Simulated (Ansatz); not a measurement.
## A series in space group P6_3/mmc

All 4 crystals share space group P6_3/mmc (No. 194) and the same kinds of sites, 6 atoms in the primitive cell. They are database entries and needn't be the stable phases. The set is a selection: crystals with no linear-response run were left out. Cells are relaxed by PAW under the functional.

Quantity: dielectric response and Born charges by linear response (direction means). Level: PBEsol, PAW on Ansatz 0.2.0's default frozen-core files (fitted under PBE), scalar-relativistic.

```
crystal      cell (conventional)  k mesh  smearing (eV)     ε∞  largest |Z*| (e)    ε₀
   MoS₂  a = 3.141, c = 12.581 Å   8×8×2           none  11.86              0.96  12.0
  MoSe₂  a = 3.269, c = 13.121 Å   6×6×2           none  13.42              1.57  13.8
  Te₂Mo  a = 3.494, c = 14.009 Å   6×6×2           none      ?                 ?     ?
   WSe₂  a = 3.271, c = 13.222 Å   6×6×2           none  12.25              1.13  12.4
```

Problem. What did the calculation give for Te₂Mo?

Solution. ε∞ = 16.94, largest |Z*| = 2.76 e, ε₀ = 18.3.

Keep in mind: frozen-core PAW files fitted under PBE, their cores solved anew for the functional of the run; no dispersion correction, so the spacing and stiffness between layers or molecules are poor; zone-boundary modes aren't tested; field response not resolved by the mesh; no spin-orbit coupling on heavy atoms (WSe₂); semilocal gaps are low, so ε∞ comes out large.
